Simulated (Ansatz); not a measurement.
The calculation used DFT PBE, scalar-relativistic, plane waves, PAW in Ansatz 0.2.0. All cells share a 420 eV cutoff and Γ-centred k meshes spaced at most about 0.3 Å⁻¹ (about 0.25 or finer for metals, 2π included). No spin polarisation.

All energies are static (0 K, no zero-point motion).

Question: Which of these relaxed structures of Sn3Ge2 is the lowest in energy?
A.

```
Sn Ge
1.0
    -1.73191    1.73191   10.16443
     1.73191   -1.73191   10.16443
     1.73191    1.73191  -10.16443
Sn Ge
3 2
Direct
  0.88545 0.88545 0.00000
  0.11455 0.11455 0.00000
  0.50000 0.50000 0.00000
  0.28541 0.28541 0.00000
  0.71459 0.71459 0.00000
```

B.

```
Sn Ge
1.0
    -1.72607    1.72607   10.26536
     1.72607   -1.72607   10.26536
     1.72607    1.72607  -10.26536
Sn Ge
3 2
Cartesian
  0.0000 0.0000 16.6176
  0.0000 0.0000 0.0000
  0.0000 0.0000 3.9131
  0.0000 0.0000 8.2582
  0.0000 0.0000 12.2725
```

C.

```
Sn Ge
1.0
     1.66925    0.96374   12.85316
    -1.66925    0.96374   12.85316
     0.00000   -1.92748   12.85316
Sn Ge
3 2
Direct
  0.70464 0.70464 0.70464
  0.29536 0.29536 0.29536
  0.50000 0.50000 0.50000
  0.10122 0.10122 0.10122
  0.89878 0.89878 0.89878
```

Answer: A. The next of these, B, lies 14 meV/atom higher. Forms: A I4/mmm; B I4/mmm; C R-3m. Counting Ge atoms around Sn (those within 1.25 times the shortest such distance or 1.15 times the sum of covalent radii, 1.27 where that leaves under three; the shortest distance is added where it exceeds 1.18 times the sum of covalent radii; a slash parts the counts of unlike sites): A has Sn 2 from 4.4 Å/4+1 from 3.2 Å; B has Sn 4 from 3.1 Å/8 from 3.2 Å; C has Sn 3 from 3.1 Å/6 from 3.2 Å. All come from invented guesses. Even the lowest of the cells shown lies +0.17 eV/atom against the elements.

For metals, differences of a few meV/atom aren't resolved. Cells relaxed within their symmetry can be saddle points. Some candidate types were left out of the draw beforehand, so a known form may be missing.
